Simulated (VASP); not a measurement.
# Be (P6_3/mmc) in VASP: notebook

Runs on Be. Level: r2SCAN. Tasks: relaxation of shape and atoms at fixed volume.

Program: VASP 6.6.1. These are calculated values, not measurements. Logs are shortened: lines on timing, memory, paths and dates and some standing lists are left out, and cuts for length are marked.

## (1) The structure

Symmetry: P6_3/mmc, No. 194, hexagonal system. Conventional cell: a = 2.260 Å, b = 2.260 Å, c = 3.578 Å, α = 90.00°, β = 90.00°, γ = 120.00°. Around Be (site symmetry -6m2) lie 12 Be at 2.21 to 2.26 Å.

## (2) Relaxation of shape and atoms at fixed volume, r2SCAN

INCAR reads:

```
SYSTEM = Be
ALGO = Normal ; EDIFF = 1E-7
EDIFFG = -0.01 ; ENCUT = 600
IBRION = 2 ; ISIF = 4
ISMEAR = 1 ; LASPH = .True.
LCHARG = .False. ; LMIXTAU = .True.
LREAL = .False. ; LWAVE = .False.
METAGGA = R2SCAN ; NELM = 80
NSW = 40 ; PREC = Accurate
SIGMA = 0.1
```

KPOINTS reads:

```
k-points
0
Gamma
  18 18 10
  0 0 0
```

POSCAR reads:

```
Be                                      
1.0
    2.2603393329      0.0000000000      0.0000000000
   -1.1301696665      1.9575112835      0.0000000000
    0.0000000000      0.0000000000      3.5784552336
  Be            
     2
Direct
     0.3333333332999970    0.6666666667000030    0.2500000000000000
     0.6666666667000030    0.3333333332999970    0.7500000000000000
```

Potentials or basis: VASP PAW PBE potentials, release 64 (Be).

The run is started by

```sh
cat potpaw_PBE.64/Be/POTCAR > POTCAR
mpirun -np 1 vasp_std > vasp.out
```

OUTCAR:

```text
SYSTEM = Be
   EDIFF = 1E-7
   EDIFFG = -0.01
   ENCUT = 600
   IBRION = 2
   ISIF = 4
   ISMEAR = 1
   LASPH = .True.
   LREAL = .False.
   METAGGA = R2SCAN
   NELM = 80
   NSW = 40
   PREC = Accurate

 ion  position               nearest neighbor table
   1  0.333  0.667  0.250-   2 2.21   2 2.21   2 2.21   2 2.21   2 2.21   2 2.21
   2  0.667  0.333  0.750-   1 2.21   1 2.21   1 2.21   1 2.21   1 2.21   1 2.21

  LATTYP: Found a hexagonal cell.
 ALAT       =     2.2603393329
 C/A-ratio  =     1.5831495659

  Lattice vectors:

 A1 = (   2.2603393329,   0.0000000000,   0.0000000000)
 A2 = (  -1.1301696665,   1.9575112835,   0.0000000000)
 A3 = (   0.0000000000,   0.0000000000,   3.5784552336)

Analysis of symmetry for initial positions (statically):
=====================================================================
 Subroutine PRICEL returns:
 Original cell was already a primitive cell.

 Routine SETGRP: Setting up the symmetry group for a
 hexagonal supercell.

 Subroutine GETGRP returns: Found 24 space group operations
 (whereof 12 operations were pure point group operations)
 out of a pool of 24 trial point group operations.

The static configuration has the point symmetry D_3d.
 The point group associated with its full space group is D_6h.

Analysis of symmetry for dynamics (positions and initial velocities):
=====================================================================
 Subroutine PRICEL returns:
 Original cell was already a primitive cell.

 Routine SETGRP: Setting up the symmetry group for a
 hexagonal supercell.

 Subroutine GETGRP returns: Found 24 space group operations
 (whereof 12 operations were pure point group operations)
 out of a pool of 24 trial point group operations.

The dynamic configuration has the point symmetry D_3d.
 The point group associated with its full space group is D_6h.

 Subroutine INISYM returns: Found 24 space group operations
 (whereof 12 operations are pure point group operations),
 and found     1 'primitive' translations

----------------------------------------------------------------------------------------

                                     Primitive cell

  volume of cell :      15.8334

  direct lattice vectors                    reciprocal lattice vectors
     2.260339333  0.000000000  0.000000000     0.442411449  0.255426369  0.000000000
    -1.130169667  1.957511283  0.000000000     0.000000000  0.510852739  0.000000000
     0.000000000  0.000000000  3.578455234     0.000000000  0.000000000  0.279450191

  length of vectors
     2.260339333  2.260339333  3.578455234     0.510852739  0.510852739  0.279450191

  position of ions in fractional coordinates (direct lattice)
     0.333333333  0.666666667  0.250000000
     0.666666667  0.333333333  0.750000000

  ion indices of the primitive-cell ions
   primitive index   ion index
                 1           1
                 2           2

----------------------------------------------------------------------------------------

 KPOINTS: k-points

Automatic generation of k-mesh.
 Grid dimensions read from file:
 generate k-points for:   18   18   10

 Generating k-lattice:

  Cartesian coordinates                     Fractional coordinates (reciprocal lattice)
     0.024578414  0.014190354  0.000000000     0.055555556  0.000000000  0.000000000
     0.000000000  0.028380708  0.000000000     0.000000000  0.055555556  0.000000000
     0.000000000  0.000000000  0.027945019     0.000000000  0.000000000  0.100000000

  Length of vectors
     0.028380708  0.028380708  0.027945019

  Shift w.r.t. Gamma in fractional coordinates (k-lattice)
     0.000000000  0.000000000  0.000000000

 Subroutine IBZKPT returns following result:
 ===========================================

 Found    222 irreducible k-points:

 Following reciprocal coordinates:
            Coordinates               Weight
  0.000000  0.000000  0.000000      1.000000
  0.055556 -0.000000  0.000000      6.000000
  0.111111 -0.000000  0.000000      6.000000
  0.166667  0.000000  0.000000      6.000000
  0.222222  0.000000  0.000000      6.000000
  0.277778  0.000000  0.000000      6.000000
[... 16 lines left out ...]
  0.333333  0.111111  0.000000     12.000000
  0.388889  0.111111  0.000000     12.000000
 [... further k-points ...]
   k-points           NKPTS =    222   k-points in BZ     NKDIM =    222   number of bands    NBANDS=      6
   number of dos      NEDOS =    301   number of ions     NIONS =      2
   total plane-waves  NPLWV =   9720
   dimension x,y,z NGX =    18 NGY =   18 NGZ =   30
   dimension x,y,z NGXF=    36 NGYF=   36 NGZF=   60
   ions per type =               2
   NGX,Y,Z   is equivalent  to a cutoff of  13.24, 13.24, 13.94 a.u.
   NGXF,Y,Z  is equivalent  to a cutoff of  26.48, 26.48, 27.87 a.u.
 SYSTEM =  Be
   PREC   = accura    normal or accurate (medium, high low for compatibility)
   ISTART =      0    job   : 0-new  1-cont  2-samecut
   ICHARG =      2    charge: 1-file 2-atom 10-const
   ISPIN  =      1    spin polarized calculation?
   LNONCOLLINEAR =      F non collinear calculations
   LSORBIT =      F    spin-orbit coupling
   LASPH  =      T    aspherical Exc in radial PAW
   ENCUT  =  600.0 eV  44.10 Ry    6.64 a.u.   4.51  4.51  7.15*2*pi/ulx,y,z
   NELM   =     80;   NELMIN=  2; NELMDL= -5     # of ELM steps
   EDIFF  = 0.1E-06   stopping-criterion for ELM
   LREAL  =      F    real-space projection
   EDIFFG = -.1E-01   stopping-criterion for IOM
   NSW    =     40    number of steps for IOM
   IBRION =      2    ionic relax: 0-MD 1-quasi-New 2-CG
   NFREE  =      1    steps in history (QN), initial steepest desc. (CG)
   ISIF   =      4    stress and relaxation
   ISYM   =      2    0-nonsym 1-usesym 2-fastsym
   POTIM  = 0.5000    time-step for ionic-motion
   TEBEG  =    0.0;   TEEND  =   0.0 temperature during run
   PSTRESS=    0.0 pullay stress
   NELECT =       4.0000    total number of electrons
   NUPDOWN=      -1.0000    fix difference up-down
   EMIN   =  10.00;   EMAX   =-10.00  energy-range for DOS
   EFERMI =   0.00;   METHOD = LEGACY
   ISMEAR =     1;   SIGMA  =   0.10  broadening in eV -4-tet -1-fermi 0-gaus
   EFERMI_NEDOS =   21; number of points for ismear=-14 and -15
   IALGO  =     38    algorithm
   IMIX   =      4    mixing-type and parameters
     AMIX     =   0.40;   BMIX     =  1.00
     AMIX_MAG =   1.60;   BMIX_MAG =  1.00
  volume/ion in A,a.u.               =       7.92        53.42
  Fermi-wavevector in a.u.,A,eV,Ry     =   1.034913  1.955701 14.572439  1.071044
  Thomas-Fermi vector in A             =   2.169231
   LORBIT       =      0    0 simple, 1 ext, 2 COOP (PROOUT), +10 PAW based schemes
   METAGGA = R2SCAN    functional components
   LHFCALC =     F    Hartree Fock is set to
   AEXX    =    0.0000 exact exchange contribution
   IVDW    =     0    specifies the selected vdW correction
   LEPSILON=     F    determine dielectric tensor
   LRPA    =     F    only Hartree local field effects (RPA)
 conjugate gradient relaxation of ions
 non-spin polarized calculation
 Methfessel and Paxton  Order N= 1 SIGMA  =   0.10
  energy-cutoff  :      600.00
  volume of cell :       15.83
 maximum number of plane-waves:       545
   NGX =  9   NGY =  9   NGZ = 15

 number of electron       4.0000000 magnetization

 Free energy of the ion-electron system (eV)
  ---------------------------------------------------
  ext. energy  EPLUGINS =         0.00000000
  ---------------------------------------------------
  free energy    TOTEN  =        -8.67720632 eV

  energy without entropy =       -8.67705608  energy(sigma->0) =       -8.67715624

 E-fermi :   7.3136     XC(G=0): -11.2566

 val. band max:        7.1836732276   @ k =   0.2778   0.2778   0.1000
 cond. band min:       7.3205102565   @ k =   0.3333   0.2778   0.3000
 fundamental gap:      0.1368370289
 Fermi energy:         7.3136266690

 k-point     1 :       0.0000    0.0000    0.0000
  band No.  band energies     occupation
      1      -5.1153      2.00000
      2       2.3154      2.00000
      3       8.0774     -0.00000
      4      24.5529      0.00000
      5      24.5529      0.00000
      6      27.5533      0.00000

 k-point     2 :       0.0556   -0.0000    0.0000
  band No.  band energies     occupation
      1      -5.0191      2.00000
      2       2.4396      2.00000
      3       8.1110     -0.00000
      4      23.7049      0.00000
      5      23.9237      0.00000
      6      27.5560      0.00000

 k-point     3 :       0.1111   -0.0000    0.0000
  band No.  band energies     occupation
      1      -4.7303      2.00000
      2       2.8118      2.00000
      3       8.2058     -0.00000
      4      21.6763      0.00000
      5      22.6931      0.00000
      6      27.4890      0.00000

 k-point     4 :       0.1667    0.0000    0.0000
  band No.  band energies     occupation
      1      -4.2488      2.00000
      2       3.4311      2.00000
      3       8.3368     -0.00000
      4      19.2231      0.00000
      5      21.4075      0.00000
      6      27.1505      0.00000

 k-point     5 :       0.2222    0.0000    0.0000
  band No.  band energies     occupation
      1      -3.5749      2.00000
      2       4.2953      2.00000
      3       8.4313     -0.00000
      4      16.8253      0.00000
      5      20.2350      0.00000
      6      25.4062      0.00000

 k-point     6 :       0.2778    0.0000    0.0000
  band No.  band energies     occupation
      1      -2.7103      2.00000
      2       5.4001      2.00000
      3       8.3006     -0.00000
      4      14.8607      0.00000
      5      19.2380      0.00000
      6      22.8007      0.00000

 k-point     7 :       0.3333    0.0000    0.0000
  band No.  band energies     occupation
      1      -1.6608      2.00000
      2       6.7366      2.00000
      3       7.6157     -0.00017
      4      13.7455      0.00000
      5      18.4452      0.00000
      6      20.0924      0.00000

 k-point     8 :       0.3889    0.0000    0.0000
  band No.  band energies     occupation
      1      -0.4443      2.00000
      2       6.2995      2.00000
      3       8.2817     -0.00000
      4      13.5878      0.00000
      5      17.4932      0.00000
      6      17.8714      0.00000
[... 91 lines left out ...]
 k-point    19 :       0.1111    0.1111    0.0000
  band No.  band energies     occupation
      1      -3.9594      2.00000
      2       3.8020      2.00000
      3       8.4204     -0.00000
      4      18.6457      0.00000
      5      19.6995      0.00000
      6      26.9336      0.00000

 k-point    20 :       0.1667    0.1111    0.0000
  band No.  band energies     occupation
      1      -3.2843      2.00000
      2       4.6648      2.00000
      3       8.5366     -0.00000
      4      16.4061      0.00000
      5      18.4301      0.00000
      6      25.1288      0.00000

 k-point    21 :       0.2222    0.1111    0.0000
  band No.  band energies     occupation
      1      -2.4172      2.00000
      2       5.7677      2.00000
      3       8.4853     -0.00000
      4      14.3522      0.00000
      5      17.3751      0.00000
      6      22.8162      0.00000

 k-point    22 :       0.2778    0.1111    0.0000
  band No.  band energies     occupation
      1      -1.3630      2.00000
      2       7.1017      2.01068
      3       7.9154     -0.00000
      4      13.0453      0.00000
      5      16.4388      0.00000
      6      20.2685      0.00000

 k-point    23 :       0.3333    0.1111    0.0000
  band No.  band energies     occupation
      1      -0.1376      2.00000
      2       6.6364      2.00000
      3       8.6439     -0.00000
      4      12.7473      0.00000
      5      15.5782      0.00000
      6      17.7470      0.00000

 k-point    24 :       0.3889    0.1111    0.0000
  band No.  band energies     occupation
      1       1.1937      2.00000
      2       5.0640      2.00000
      3      10.3050      0.00000
      4      13.0864      0.00000
      5      14.7789      0.00000
      6      15.4646      0.00000

 [... further k-points ...]

------------------------ aborting loop because EDIFF is reached ----------------------------------------

  FORCE on cell =-STRESS in cart. coord.  units (eV):
  Direction    XX          YY          ZZ          XY          YZ          ZX
  --------------------------------------------------------------------------------------
  -------------------------------------------------------------------------------------
  Total       -0.0025057     -0.0025057     -0.0091663      0.0000000      0.0000000     -0.0000000
  in kB       -0.2535504     -0.2535504     -0.9275341      0.0000000      0.0000000     -0.0000000
  external PRESSURE =      -0.4782117 kB  Pullay stress =       0.0000000 kB

 VOLUME and BASIS-vectors are now :
 -----------------------------------------------------------------------------
  energy-cutoff  :      600.00
  volume of cell :       15.83
      direct lattice vectors                 reciprocal lattice vectors
     2.260339333  0.000000000  0.000000000     0.442411449  0.255426369  0.000000000
    -1.130169667  1.957511283  0.000000000     0.000000000  0.510852739  0.000000000
     0.000000000  0.000000000  3.578455234     0.000000000  0.000000000  0.279450191

 POSITION                                       TOTAL-FORCE (eV/Angst)
 -----------------------------------------------------------------------------------
     -0.00000      1.30501      0.89461         0.000000      0.000000      0.000000
      1.13017      0.65250      2.68384        -0.000000     -0.000000      0.000000
 -----------------------------------------------------------------------------------
    total drift:                                0.000000     -0.000000      0.000000

  FREE ENERGIE OF THE ION-ELECTRON SYSTEM (eV)
  ---------------------------------------------------
  free  energy   TOTEN  =        -8.6772063242 eV

  energy  without entropy=       -8.6770560761  energy(sigma->0) =       -8.67715624

 reached required accuracy - stopping structural energy minimisation
```

It took 63 s on 1 thread of Intel Xeon Platinum 8488C (Sapphire Rapids), shared host; peak memory 0.14 GiB.

What came out:

```
Free energy             : -8.6772 eV
Pressure after relaxing : 0.0 GPa
Band gap on the k mesh  : none (metal or under the smearing width)
```

Final structure:
```
Be
1.0
     2.26034    0.00000    0.00000
    -1.13017    1.95751    0.00000
     0.00000    0.00000    3.57846
Be
2
Direct
  0.33333 0.66667 0.25000
  0.66667 0.33333 0.75000
```

Levels at points of the mesh, in eV from the Fermi level:
| k point | band 1 | band 2 | band 3 | band 4 | band 5 |
| --- | --- | --- | --- | --- | --- |
| (0.00, 0.00, 0.00) | -12.43 | -5.00 | 0.76 | 17.24 | 17.24 |
| (0.50, 0.00, 0.00) | -5.57 | -3.54 | 3.72 | 6.55 | 6.93 |
| (0.00, 0.00, 0.50) | -10.11 | -10.11 | 11.03 | 11.03 | 19.02 |
| (0.50, 0.00, 0.50) | -4.05 | -4.05 | 1.37 | 1.37 | 12.85 |

Caveat: the relaxation stopped at its first step, so nothing moved; the PAW data sets were made with another functional, which shifts forces and pressure a little.

## (3) Relaxation of shape and atoms at fixed volume, r2SCAN (a relaxed cell with its volume scaled by 1.02)

INCAR is that of step 2.

KPOINTS is that of step 2.

POSCAR reads:

```
Be                                      
1.0
    2.2753089038      0.0000000000      0.0000000000
   -1.1376544520      1.9704753122      0.0000000000
    0.0000000000      0.0000000000      3.6021543033
  Be            
     2
Direct
     0.3333333332999970    0.6666666667000030    0.2500000000000000
     0.6666666667000030    0.3333333332999970    0.7500000000000000
```

Potentials or basis: VASP PAW PBE potentials, release 64 (Be).

The run is started by

```sh
cat potpaw_PBE.64/Be/POTCAR > POTCAR
mpirun -np 1 vasp_std > vasp.out
```

It took 75 s on 1 thread of Intel Xeon Platinum 8488C (Sapphire Rapids), shared host; peak memory 0.14 GiB.

Results (log left out):

```
Free energy               : -8.6747 eV
Energy gained by relaxing : 0.0 meV/atom
Ionic steps               : 2
Pressure after relaxing   : -2.4 GPa
Band gap on the k mesh    : none (metal or under the smearing width)
```

Final structure:
```cif
data_structure
_symmetry_space_group_name_H-M 'P 1'
_symmetry_Int_Tables_number 1
_cell_length_a 2.2759
_cell_length_b 2.2759
_cell_length_c 3.6001
_cell_angle_alpha 90.000
_cell_angle_beta 90.000
_cell_angle_gamma 120.000
_cell_volume 16.15
loop_
_atom_site_label
_atom_site_type_symbol
_atom_site_fract_x
_atom_site_fract_y
_atom_site_fract_z
_atom_site_occupancy
Be1 Be 0.33333 0.66667 0.25000 1
Be2 Be 0.66667 0.33333 0.75000 1
```

Levels at points of the mesh, in eV from the Fermi level:
| k point | band 1 | band 2 | band 3 | band 4 | band 5 | band 6 |
| --- | --- | --- | --- | --- | --- | --- |
| (0.00, 0.00, 0.00) | -12.31 | -4.91 | 0.71 | 16.97 | 16.97 | 19.93 |
| (0.50, 0.00, 0.00) | -5.50 | -3.52 | 3.67 | 6.49 | 6.81 | 9.94 |
| (0.00, 0.00, 0.50) | -10.01 | -10.01 | 10.90 | 10.90 | 18.72 | 18.72 |
| (0.50, 0.00, 0.50) | -3.99 | -3.99 | 1.30 | 1.30 | 12.66 | 12.66 |

Caveat: the PAW data sets were made with another functional, which shifts forces and pressure a little.
